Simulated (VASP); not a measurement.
GaAs:

```
CELL_PARAMETERS angstrom
0.00000 2.87509 2.87509
2.87509 0.00000 2.87509
2.87509 2.87509 0.00000
ATOMIC_POSITIONS crystal
Ga 0.00000 0.00000 0.00000
As 0.75000 0.75000 0.75000
```

The cell is a database's computed one.

| Property | Result |
| --- | --- |
| Program | VASP 6.6.1 |
| Task | relaxation of cell and atoms |
| Functional | LDA |
| Potentials or basis | VASP PAW LDA potentials, release 64 (Ga_d, As) |
| Cutoff | 600 eV |
| k mesh | 12 × 12 × 12 |
| Occupations | gaussian, width 0.1 eV |
| Spin | no spin polarisation |

At the start: pressure -4.6 GPa; volume 23.77 Å³/atom.

Question: How do energy, volume and symmetry change on relaxing?

Answer: Over 3 steps the energy falls by 25.9 meV/atom and the volume is 22.08 Å³/atom (-7.1 %); space group F-43m (No. 216, to 0.05 Å).

The path:
```csv
step,energy change (eV),largest force (eV/Å),pressure (GPa),volume (Å³)
1,0.0000,0.0000,-4.59,47.53
2,-0.0444,0.0000,2.10,43.00
3,-0.0519,0.0000,0.03,44.16
```

Final structure:
```yaml
crystal:
  lattice:
    - [0.00000, 2.80534, 2.80534]
    - [2.80534, 0.00000, 2.80534]
    - [2.80534, 2.80534, 0.00000]
  atoms:
    - { symbol: Ga, position: [0.00000, 0.00000, 0.00000] }
    - { symbol: As, position: [0.75000, 0.75000, 0.75000] }
```
